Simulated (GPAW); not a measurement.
The system is ZrC.

```
CELL_PARAMETERS angstrom
0.00000 2.36500 2.36500
2.36500 0.00000 2.36500
2.36500 2.36500 0.00000
ATOMIC_POSITIONS crystal
Zr 0.50000 0.50000 0.50000
C 0.00000 0.00000 0.00000
```

* Program: GPAW 26.7.0
* Task: relaxation of cell and atoms
* Functional: PBEsol
* Potentials or basis: PAW data sets generated in the run's folder for this functional
* Cutoff: 800 eV
* Basis: pw
* k mesh: 10 × 10 × 10
* Occupations: fermi-dirac, width 0.05 eV
* Spin: no spin polarisation

At the start: pressure -9.3 GPa; volume 13.23 Å³/atom.

Q: How do energy, volume and symmetry change on relaxing?

A: Over 4 steps the energy falls by 16.1 meV/atom and the volume is 12.67 Å³/atom (-4.2 %); space group Fm-3m (No. 225, to 0.05 Å).

Step by step:
```
step  energy change (eV)  largest force (eV/Å)  pressure (GPa)  volume (Å³)
   1              0.0000                0.0000           -9.31        26.46
   2             -0.0202                0.0000           -5.93        26.02
   3             -0.0321                0.0000            0.28        25.31
   4             -0.0322                0.0000           -0.01        25.35
```

Final structure:
```
CELL_PARAMETERS angstrom
0.00000 2.33143 2.33143
2.33143 0.00000 2.33143
2.33143 2.33143 0.00000
ATOMIC_POSITIONS crystal
Zr 0.50000 0.50000 0.50000
C 0.00000 0.00000 0.00000
```

Caveat: later steps reuse the first step's grids.
